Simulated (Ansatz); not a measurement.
# Iridium, dhcp under revPBE: structure, energy and stiffness, part 2 of 2

Aim: take iridium in the dhcp structure, relax it, solve it on a dense k-mesh, then scale the cell to 7 volumes from 88 to 112 % of the relaxed one and try a fit of the equation of state. Spin polarisation is left out. The k-meshes are 13×13×4 for the relaxation; 17×17×5 for the dense run; 15×15×4 for the volumes.

Ansatz 0.2.0; DFT, revPBE, plane waves (420 eV) with PAW, scalar-relativistic.

### 5 Equation of state: 92 %

File input.yaml:

```yaml
crystal:
  lattice:
    - [2.6719712536, 0.0, 0.0]
    - [-1.3359856268, 2.3139949838, 0.0]
    - [0.0, 0.0, 8.7288729966]
  atoms:
    - { symbol: Ir, position: [0.0, 0.0, 0.0] }
    - { symbol: Ir, position: [0.0, 0.0, 0.5] }
    - { symbol: Ir, position: [0.3333333333, 0.6666666667, 0.25] }
    - { symbol: Ir, position: [0.6666666667, 0.3333333333, 0.75] }
hamiltonian:
  xc: revpbe
  pseudopotentials:
    kind: paw
    azcp:
      Ir: "pseudopotentials/Ir.paw.azcp"
basis:
  ecutwfc: 420
  fft_grid_basis: typed
kpoints:
  mp_grid: { grid: [15, 15, 4], shift: [0, 0, 0] }
magnetization:
  spin_polarized: false
scf:
  occupations: { method: fermi_dirac, width: 0.1 }
  lower_state_search: "off"
output:
  stress: true
```

Output, cut to the lines that bear on the results:

```text
Warning: RAYON_NUM_THREADS=2 ignored (pool sized by the plan → 2); use --threads N
[...]
Pseudopotentials: kind: paw
Pseudopotential: Ir, paw, valence charge 17, recommended cutoff 420 eV (normal), <dir>
Functional definition: revPBE
[...]
Crystal: 4 atoms, lattice volume = 53.970 Å³
Basis set: ecut = 420 eV, 1091 PW (Γ)
Bands: 41, of which v1, the nominal top of the filled ones, is band 34 counted from 1 (33 counted from 0)
Symmetry: 24 space group operations
Space group: P63/mmc (ITA 194), of the structure as read, at distance tolerance 3.8e-5 Å
k-points: 81 of 900
[...]
SCF iter   1: F=—  HF=-47778.994336 eV  |F-HF|=—  |Δ(HF+E_count)|=         —  Δρ=7.34e-3  dr2=6.83e-3  ethr=1.77e-3  ⟨swp⟩=5.8  Hψ=11448  notcnv=0  defer=8
[...]
SCF iter   6: F=-47779.001465 eV  HF=-47779.001465 eV  |F-HF|=5.46e-9  |Δ(HF+E_count)|=   3.51e-8  Δρ=3.15e-6  dr2=8.27e-9  ethr=1.47e-10  ⟨swp⟩=4.0  Hψ=10681  notcnv=0
[...]
SCF converged after 6 iterations
Free energy (F): -47779.001465 eV
[...]
E sigma→0 (E₀):  -47778.944707 eV
Entropy (-TS):   -0.113515 eV (-28.379 meV/atom)
Fermi energy:    27.477003 eV
[...]
--- Stress (GPa, compression-positive) ---
       34.141952       0.000000       0.000000
       -0.000000      34.141952       0.000000
        0.000000       0.000000      34.384562
  P = ⅓ Tr σ = 34.2228 GPa (342.228 kbar)
```

It took 6 s on 2 threads of an Arm CPU, shared host; peak memory 0.39 GiB.

### 6 Equation of state: 96 %

input.yaml: that of step 5 with these lines changed.

```diff
@@ -2,5 +2,5 @@
   lattice:
-    - [2.6719712536, 0.0, 0.0]
-    - [-1.3359856268, 2.3139949838, 0.0]
-    - [0.0, 0.0, 8.7288729966]
+    - [2.7101474293, 0.0, 0.0]
+    - [-1.3550737147, 2.3470565218, 0.0]
+    - [0.0, 0.0, 8.8535880319]
   atoms:
```

Output, cut to the lines that bear on the results:

```text
Warning: RAYON_NUM_THREADS=2 ignored (pool sized by the plan → 2); use --threads N
[...]
[... 3 set-up lines as earlier in the session ...]
[...]
Crystal: 4 atoms, lattice volume = 56.317 Å³
Basis set: ecut = 420 eV, 1091 PW (Γ)
Bands: 41, of which v1, the nominal top of the filled ones, is band 34 counted from 1 (33 counted from 0)
[... 2 set-up lines as earlier in the session ...]
k-points: 81 of 900
[...]
SCF iter   1: F=—  HF=-47779.346934 eV  |F-HF|=—  |Δ(HF+E_count)|=         —  Δρ=7.05e-3  dr2=6.61e-3  ethr=1.77e-3  ⟨swp⟩=5.6  Hψ=11116  notcnv=0  defer=7
[...]
SCF iter   6: F=-47779.355987 eV  HF=-47779.355987 eV  |F-HF|=4.15e-9  |Δ(HF+E_count)|=   1.89e-8  Δρ=2.97e-6  dr2=6.98e-9  ethr=1.47e-10  ⟨swp⟩=4.0  Hψ=10645  notcnv=0
[...]
SCF converged after 6 iterations
Free energy (F): -47779.355987 eV
[...]
E sigma→0 (E₀):  -47779.294410 eV
Entropy (-TS):   -0.123153 eV (-30.788 meV/atom)
Fermi energy:    26.059516 eV
[...]
--- Stress (GPa, compression-positive) ---
       14.940093       0.000000       0.000000
        0.000000      14.940093       0.000000
        0.000000       0.000000      15.026198
  P = ⅓ Tr σ = 14.9688 GPa (149.688 kbar)
```

Run time: 6.1 s. Hardware: 2 threads of an Arm CPU, shared host; peak memory 0.4 GiB.

### 7 Equation of state: 100 %

input.yaml: that of step 6 with these lines changed.

```diff
@@ -2,5 +2,5 @@
   lattice:
-    - [2.7101474293, 0.0, 0.0]
-    - [-1.3550737147, 2.3470565218, 0.0]
-    - [0.0, 0.0, 8.8535880319]
+    - [2.7472773505, 0.0, 0.0]
+    - [-1.3736386752, 2.3792119768, 0.0]
+    - [0.0, 0.0, 8.9748851326]
   atoms:
```

Output, cut to the lines that bear on the results:

```text
Warning: RAYON_NUM_THREADS=2 ignored (pool sized by the plan → 2); use --threads N
[...]
[... 3 set-up lines as earlier in the session ...]
[...]
Crystal: 4 atoms, lattice volume = 58.663 Å³
Basis set: ecut = 420 eV, 1151 PW (Γ)
Bands: 41, of which v1, the nominal top of the filled ones, is band 34 counted from 1 (33 counted from 0)
[... 2 set-up lines as earlier in the session ...]
k-points: 81 of 900
[...]
SCF iter   1: F=—  HF=-47779.450442 eV  |F-HF|=—  |Δ(HF+E_count)|=         —  Δρ=6.87e-3  dr2=6.84e-3  ethr=1.77e-3  ⟨swp⟩=5.5  Hψ=10861  notcnv=0  defer=7
[...]
SCF iter   6: F=-47779.460248 eV  HF=-47779.460248 eV  |F-HF|=2.61e-9  |Δ(HF+E_count)|=   2.35e-9  Δρ=3.08e-6  dr2=5.91e-9  ethr=1.47e-10  ⟨swp⟩=4.0  Hψ=10605  notcnv=0
[...]
SCF converged after 6 iterations
Free energy (F): -47779.460248 eV
[...]
E sigma→0 (E₀):  -47779.393543 eV
Entropy (-TS):   -0.133409 eV (-33.352 meV/atom)
Fermi energy:    24.753096 eV
[...]
--- Stress (GPa, compression-positive) ---
       -0.110948       0.000000      -0.000000
        0.000000      -0.110948       0.000000
       -0.000000       0.000000      -0.137421
  P = ⅓ Tr σ = -0.1198 GPa (-1.198 kbar)
```

Run time: 6.1 s. Hardware: 2 threads of an Arm CPU, shared host; peak memory 0.4 GiB.

### 8 Equation of state: 104 %

input.yaml: that of step 7 with these lines changed.

```diff
@@ -2,5 +2,5 @@
   lattice:
-    - [2.7472773505, 0.0, 0.0]
-    - [-1.3736386752, 2.3792119768, 0.0]
-    - [0.0, 0.0, 8.9748851326]
+    - [2.7834298825, 0.0, 0.0]
+    - [-1.3917149413, 2.4105209879, 0.0]
+    - [0.0, 0.0, 9.0929892703]
   atoms:
```

Output, cut to the lines that bear on the results:

```text
Warning: RAYON_NUM_THREADS=2 ignored (pool sized by the plan → 2); use --threads N
[...]
[... 3 set-up lines as earlier in the session ...]
[...]
Crystal: 4 atoms, lattice volume = 61.010 Å³
Basis set: ecut = 420 eV, 1195 PW (Γ)
Bands: 41, of which v1, the nominal top of the filled ones, is band 34 counted from 1 (33 counted from 0)
[... 2 set-up lines as earlier in the session ...]
k-points: 81 of 900
[...]
SCF iter   1: F=—  HF=-47779.358824 eV  |F-HF|=—  |Δ(HF+E_count)|=         —  Δρ=6.76e-3  dr2=7.52e-3  ethr=1.77e-3  ⟨swp⟩=5.3  Hψ=10627  notcnv=0  defer=4
[...]
SCF iter   6: F=-47779.368582 eV  HF=-47779.368582 eV  |F-HF|=1.33e-9  |Δ(HF+E_count)|=   2.18e-8  Δρ=3.38e-6  dr2=5.85e-9  ethr=1.47e-10  ⟨swp⟩=4.0  Hψ=10594  notcnv=0
[...]
SCF converged after 6 iterations
Free energy (F): -47779.368582 eV
[...]
E sigma→0 (E₀):  -47779.296431 eV
Entropy (-TS):   -0.144302 eV (-36.075 meV/atom)
Fermi energy:    23.545772 eV
[...]
--- Stress (GPa, compression-positive) ---
      -11.875500      -0.000000       0.000000
        0.000000     -11.875500       0.000000
        0.000000       0.000000     -11.979860
  P = ⅓ Tr σ = -11.9103 GPa (-119.103 kbar)
```

Run time: 7 s. Hardware: 2 threads of an Arm CPU, shared host; peak memory 0.4 GiB.

### 9 Equation of state: 108 %

input.yaml: that of step 8 with these lines changed.

```diff
@@ -2,5 +2,5 @@
   lattice:
-    - [2.7834298825, 0.0, 0.0]
-    - [-1.3917149413, 2.4105209879, 0.0]
-    - [0.0, 0.0, 9.0929892703]
+    - [2.8186669129, 0.0, 0.0]
+    - [-1.4093334564, 2.4410371514, 0.0]
+    - [0.0, 0.0, 9.2081026206]
   atoms:
@@ -28 +28,5 @@
   stress: true
+  write_density: true
+  write_potential: true
+  elf: true
+  volumetric_format: npy
```

Output, cut to the lines that bear on the results:

```text
Warning: RAYON_NUM_THREADS=2 ignored (pool sized by the plan → 2); use --threads N
[...]
[... 3 set-up lines as earlier in the session ...]
[...]
Crystal: 4 atoms, lattice volume = 63.356 Å³
Basis set: ecut = 420 eV, 1255 PW (Γ)
Bands: 41, of which v1, the nominal top of the filled ones, is band 34 counted from 1 (33 counted from 0)
[... 1 set-up line as earlier in the session ...]
Space group: P63/mmc (ITA 194), of the structure as read, at distance tolerance 4.0e-5 Å
k-points: 81 of 900
[...]
SCF iter   1: F=—  HF=-47779.114675 eV  |F-HF|=—  |Δ(HF+E_count)|=         —  Δρ=6.66e-3  dr2=8.44e-3  ethr=1.77e-3  ⟨swp⟩=5.0  Hψ=10347  notcnv=0  defer=4
[...]
SCF iter   6: F=-47779.124166 eV  HF=-47779.124166 eV  |F-HF|=6.55e-10  |Δ(HF+E_count)|=   3.99e-8  Δρ=3.72e-6  dr2=6.84e-9  ethr=1.47e-10  ⟨swp⟩=7.7  Hψ=19088  notcnv=0
[...]
SCF converged after 6 iterations
Free energy (F): -47779.124166 eV
[...]
E sigma→0 (E₀):  -47779.046261 eV
Entropy (-TS):   -0.155809 eV (-38.952 meV/atom)
Fermi energy:    22.427264 eV
[...]
--- Stress (GPa, compression-positive) ---
      -21.028736      -0.000000       0.000000
       -0.000000     -21.028736      -0.000000
        0.000000      -0.000000     -21.181691
  P = ⅓ Tr σ = -21.0797 GPa (-210.797 kbar)
--- Band table (eV; the first three rows and the last of 81) ---
[...]
```

It took 10 s on 2 threads of an Arm CPU, shared host; peak memory 0.41 GiB.

### 10 Equation of state: 112 %

input.yaml: that of step 9 with these lines changed.

```diff
@@ -2,5 +2,5 @@
   lattice:
-    - [2.8186669129, 0.0, 0.0]
-    - [-1.4093334564, 2.4410371514, 0.0]
-    - [0.0, 0.0, 9.2081026206]
+    - [2.8530442877, 0.0, 0.0]
+    - [-1.4265221438, 2.4708088313, 0.0]
+    - [0.0, 0.0, 9.3204076232]
   atoms:
```

Output, cut to the lines that bear on the results:

```text
Warning: RAYON_NUM_THREADS=2 ignored (pool sized by the plan → 2); use --threads N
[...]
[... 3 set-up lines as earlier in the session ...]
[...]
Crystal: 4 atoms, lattice volume = 65.703 Å³
Basis set: ecut = 420 eV, 1279 PW (Γ)
Bands: 41, of which v1, the nominal top of the filled ones, is band 34 counted from 1 (33 counted from 0)
[... 2 set-up lines as earlier in the session ...]
k-points: 81 of 900
[...]
SCF iter   1: F=—  HF=-47778.752468 eV  |F-HF|=—  |Δ(HF+E_count)|=         —  Δρ=6.54e-3  dr2=9.26e-3  ethr=1.77e-3  ⟨swp⟩=4.9  Hψ=10209  notcnv=0  defer=3
[...]
SCF iter   6: F=-47778.761349 eV  HF=-47778.761349 eV  |F-HF|=3.35e-10  |Δ(HF+E_count)|=   5.47e-8  Δρ=3.95e-6  dr2=7.94e-9  ethr=1.47e-10  ⟨swp⟩=7.5  Hψ=19087  notcnv=0
[...]
SCF converged after 6 iterations
Free energy (F): -47778.761349 eV
[...]
E sigma→0 (E₀):  -47778.677431 eV
Entropy (-TS):   -0.167834 eV (-41.959 meV/atom)
Fermi energy:    21.388614 eV
[...]
--- Stress (GPa, compression-positive) ---
      -28.098569       0.000000       0.000000
        0.000000     -28.098569       0.000000
        0.000000       0.000000     -28.276036
  P = ⅓ Tr σ = -28.1577 GPa (-281.577 kbar)
--- Band table (eV; the first three rows and the last of 81) ---
[...]
```

Run time: 11 s. Hardware: 2 threads of an Arm CPU, shared host; peak memory 0.42 GiB.

### 11 Energy and pressure against volume

All volumes keep the relaxed shape and fractional coordinates.

```
V (Å³/atom)  E − E₀ (meV/atom)  P from the stress (GPa)  P from the fit (GPa)
     12.906              279.5                    58.77                 58.59
     13.492              112.2                    34.22                 33.88
     14.079               24.7                    14.97                 14.60
     14.666                0.0                    -0.12                 -0.47
     15.252               24.2                   -11.91                -12.26
     15.839               86.8                   -21.08                -21.48
     16.426              179.0                   -28.16                -28.66
```

A third-order Birch-Murnaghan fit gives V₀ = 14.645 Å³/atom, B₀ = 335 GPa and B₀′ = 5.1; it misses no point by more than 0.08 meV/atom.

Fit and stress differ a little: one follows E(σ → 0), the other the smeared free energy.

### 12 Summary of results

This closing draws on all 2 parts.

```
                      quantity                                   value
space group (spins left aside)                      P6_3/mmc (No. 194)
             conventional cell  a = 2.747 Å, c = 8.975 Å (c/a = 3.267)
                        volume                          14.666 Å³/atom
             shortest distance                                 2.747 Å
               gap on the mesh            none (levels filled in part)
               relative to fcc                            +38 meV/atom
                   V₀, B₀, B₀′            14.645 Å³/atom, 335 GPa, 5.1
```

The relaxation enlarged the cell by 3.7 % in volume. It lies 38 meV/atom above the element's reference form at the same level (fcc, from a run of its own). No gap shows: it is a metal or semimetal at this level. B₀ comes out at 335 GPa, among the stiffest elements; letting shape and positions relax at each volume could only lower it. The symmetry was held, so the structure may be unstable against distortions that break it.
